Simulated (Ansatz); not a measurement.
# Formation energy of NiAs-type MnO

Computed with Ansatz (plane waves, PAW, 420 eV cutoff): PBE, scalar-relativistic, collinear spin, 12×12×8 k-mesh, Gaussian smearing of 0.05 eV. The datasets are Ansatz's generated set soft_2.

This is a trial structure; measured cells of the compound in the Crystallography Open Database are in space groups P63mc, Fm-3m (rock salt).

It takes space group P6_3/mmc (No. 194, hexagonal). Conventional cell: a = 3.078 Å, b = 3.078 Å, c = 5.300 Å, α = 90.00°, β = 90.00°, γ = 120.00°. Mn (site symmetry -3m) has 6 O at 2.22 Å as nearest neighbours. O (site symmetry -6m2) is surrounded by 6 Mn at 2.22 Å. (Shells end 15 % past the nearest neighbour.)

The elements were computed in their standard states (gases as isolated molecules) with the same datasets, cutoff and functional. The compound's run is antiferromagnetic, with site spin moments Mn 3.95, -3.95 μB. Total energies depend on the potentials used, so only differences within one code and one set of settings carry meaning.

Energy of the relaxed cell (4 atoms, smearing extrapolated to zero): -8932.421 eV. Elements, in eV/atom: Mn -3898.849, O -564.968.

Q: What is the formation energy?

A: [-8932.421 − (2 × -3898.849 + 2 × -564.968)] / 4 = -1.20 eV/atom, or -115 kJ per mole of atoms.

The value is for 0 K, without zero-point energy and without any correction for the binding of gas molecules. Uncorrected semilocal values for oxides, chalcogenides and halides often miss by tenths of an eV an atom. A negative value shows stability against the elements alone, not against other compounds or structures.

Bader charges against formal ones: Mn +1.34 (+2), O −1.34 (−2). The cations give up 67 % of the formal charge; Bader charges stay under formal ones because the anions' density reaches into the cations' basins.

The run wasn't fully tested for a lower electronic state. Site moments are of spin, integrated over atomic spheres.
